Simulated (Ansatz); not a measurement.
**TiO₂ under strain — field gradients at the nuclei**

The cell is a structure deposited in the COD, relaxed with PBE at fixed cell and then changed (z stretched by 2 %, ions relaxed).

```
Ti O
1.0
     4.59400    0.00000    0.00000
     0.00000    4.59400    0.00000
     0.00000    0.00000    3.01818
Ti O
2 4
Direct
  0.00000 0.00000 0.00000
  0.50000 0.50000 0.50000
  0.30496 0.30496 0.00000
  0.19504 0.80496 0.50000
  0.69504 0.69504 0.00000
  0.80496 0.19504 0.50000
```

Atoms are numbered from 1 in the order listed; like atoms form one site, named after its first atom.

Computed with Ansatz: DFT, PBE, plane waves and PAW, scalar-relativistic, 420 eV cutoff, Γ-centred 7×7×10 k-points, Fermi–Dirac smearing 0.02 eV.

V_zz is the principal component of the electric field gradient with the largest magnitude, η = (V_xx − V_yy)/V_zz and C_Q = eQV_zz/h.

Ti-47: I = 5/2, Q = 302.0 mb; ¹⁷O: I = 5/2, Q = -25.58 mb. Quadrupole moments are those of Pyykkö's year-2017 table.

```
site  atoms (order as listed)          first shell  V_zz (10²¹ V/m²)     η  C_Q (MHz)
  Ti                     1, 2   6 O at 1.97–1.98 Å             -1.88  0.90      -13.7
   O               3, 4, 5, 6  3 Ti at 1.97–1.98 Å             -2.56  0.79       1.58
```
